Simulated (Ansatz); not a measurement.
Start from GeTe (space group R3m, No. 160; a = 4.162 Å, c = 10.463 Å (hexagonal axes)).

Now apply this change: cell and atoms relaxed at a pressure of 2.1 GPa.

Levels (all Ansatz, an electronic-structure program, PAW): PBEsol (420 eV, spin-orbit coupling left out); r2SCAN (500 eV, no spin-orbit coupling).

The geometry is relaxed with PBEsol.

- PBEsol lowest conduction level above the VBM at special points = L 0.32 eV; T 0.36 eV; H₂ 1.06 eV; H₀ 1.06 eV
- PBEsol gap character = direct at L
- PBEsol pressure = 21.0 kbar

Question: Predict the lowest conduction level above the VBM at special points, gap character and pressure from r2SCAN.

Answer: The lowest conduction level above the VBM at special points goes from L 0.32 eV; T 0.36 eV; H₂ 1.06 eV; H₀ 1.06 eV to L 0.31 eV; T 0.27 eV; H₂ 1.08 eV; H₀ 1.08 eV; the gap character goes from direct at L to direct at T; the pressure increases by 20.44 kbar, from 21.0 kbar to 41.5 kbar.

Single points use the geometry relaxed with PBEsol. Their cutoffs differ, which shifts pressures a little. Spin-orbit coupling, missing from the scalar runs, can matter with Te. Load acts through the strain it causes; cell and atoms are relaxed under it. No phonon test of stability was made. A zero or small gap of GeTe under pressure 2.1 GPa can be the functional's error rather than a property of the material.
